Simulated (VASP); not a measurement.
# CdTe: G0W0 on PBE, by volume over the given one and cell

CdTe, F-43m (no. 216), 2 atoms in the cell. PBE, GW; PAW potentials Te_GW, Cd_GW (PBE set).

| Volume over the given one | Cell | Quasiparticle gap on the mesh (eV) | Gap of the starting point on the mesh (eV) | Quasiparticle gap at the zone centre (eV) | Starting gap at the zone centre (eV) | Correction of the gap between the band edges on the mesh (eV) | Time (s) |
|---|---|---|---|---|---|---|---|
| 0.94 | scale = 0.94 | 1.86 | 1.04 | 1.86 | 1.04 | 0.81 | 65 |
| 0.97 | scale = 0.97 | 1.73 | 0.95 | 1.73 | 0.95 | 0.79 | 97 |
| 1 | as given | 1.61 | 0.85 | 1.61 | 0.85 | 0.76 | 98 |
| 1.03 | scale = 1.03 | 1.48 | 0.76 | 1.48 | 0.76 | 0.71 | 73 |

Limits: spin-orbit coupling is left out, which can change the gap by several tenths of an eV or more with Te; the mesh is coarse: the screening isn't converged, and the gap may still move by about 0.1 eV.

## Input of the first row

INCAR.step1:
```
ALGO     = Normal         # electronic algorithm
EDIFF    = 1E-8           # SCF threshold, eV
ENCUT    = 300            # plane-wave cutoff, eV
GGA      = PE             # functional
ISMEAR   = 0              # smearing method
KPAR     = 4            
LASPH    = True           # aspherical terms in the spheres
LCHARG   = False          # write CHGCAR
LREAL    = False          # projectors in reciprocal space
LWAVE    = True           # write WAVECAR
NELM     = 150            # most SCF steps
PREC     = Accurate       # precision mode
SIGMA    = 0.05           # smearing width, eV
```

INCAR.step2, as INCAR.step1 but for:
```
- ALGO = Normal
- NELM = 150
+ ALGO = Exact
+ ISTART = 1
+ LOPTICS = True
+ NBANDS = 216
+ NELM = 1
```

INCAR.step3, as INCAR.step2 but for:
```
- ALGO = Exact
- EDIFF = 1E-8
- LOPTICS = True
- LWAVE = True
- NELM = 1
+ ALGO = EVGW0
+ ENCUTGW = 130
+ LWAVE = False
+ NBANDSGW = 13
+ NELMGW = 1
+ NOMEGA = 48
+ PRECFOCK = Fast
```

KPOINTS:
```
k-points
0
Gamma
  4 4 4
```

POSCAR:
```
CdTe
1.0
    0.0000000000      3.1395734784      3.1395734784
    3.1395734784      0.0000000000      3.1395734784
    3.1395734784      3.1395734784      0.0000000000
Te Cd
1 1
Direct
    0.7500000000      0.7500000000      0.7500000000
    0.0000000000      0.0000000000      0.0000000000
```

Commands (each step's output is kept before the next begins):
```
cat potpaw_PBE.64/Te_GW/POTCAR potpaw_PBE.64/Cd_GW/POTCAR > POTCAR
cp INCAR.step1 INCAR
mpirun -np 4 vasp_std > vasp.out
cp INCAR.step2 INCAR
mpirun -np 4 vasp_std > vasp.out
cp INCAR.step3 INCAR
mpirun -np 4 vasp_std > vasp.out
```

VASP 6.6.1 took 65 s on 4 cores (Intel Xeon Platinum 8259CL @ 2.50GHz (Skylake/Cascade Lake)), a shared host.
